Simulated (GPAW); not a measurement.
Crystal: TaS2.

```
Ta S
1.0
     3.35000    0.00000    0.00000
    -1.67500    2.90119    0.00000
     0.00000    0.00000    5.86000
Ta S
1 2
Direct
  0.00000 0.00000 0.00000
  0.66667 0.33333 0.75000
  0.33333 0.66667 0.25000
```

```yaml
Program: GPAW 26.7.0
Task: relaxation of cell and atoms
Functional: PBEsol
Dispersion: D3(BJ)
Potentials_or_basis: PAW data sets generated in the run's folder for this functional
Cutoff: 600 eV
Basis: pw
k_mesh: 7 × 7 × 4
Occupations: fermi-dirac, width 0.05 eV
Spin: no spin polarisation
```

At the start: pressure 1.4 GPa; volume 18.98 Å³/atom.

How do energy, volume and symmetry change on relaxing?

Over 12 steps the energy falls by 50.1 meV/atom and the volume is 17.24 Å³/atom (-9.2 %); space group P-3m1 (No. 164, to 0.05 Å).

Step by step:
```csv
step,energy change (eV),largest force (eV/Å),pressure (GPa),volume (Å³)
1,0.0000,1.0225,1.36,56.95
2,-0.0289,0.7330,-0.36,57.08
3,-0.0685,0.0876,-3.85,57.02
4,-0.0805,0.0344,-4.16,56.61
5,-0.1135,0.2564,-3.21,54.51
6,-0.1241,0.1134,-1.44,53.60
7,-0.1291,0.1015,0.27,53.04
8,-0.1313,0.1525,0.66,52.86
9,-0.1416,0.2714,1.76,51.97
10,-0.1472,0.2112,1.52,51.57
11,-0.1498,0.0715,0.48,51.63
12,-0.1503,0.0085,0.03,51.73
```

Final structure:
```
CELL_PARAMETERS angstrom
3.27188 0.00000 0.00000
-1.63594 2.83353 0.00000
0.00000 0.00000 5.57934
ATOMIC_POSITIONS crystal
Ta 0.00000 0.00000 0.00000
S 0.66667 0.33333 0.72130
S 0.33333 0.66667 0.27870
```

Caveat: later steps reuse the first step's grids.
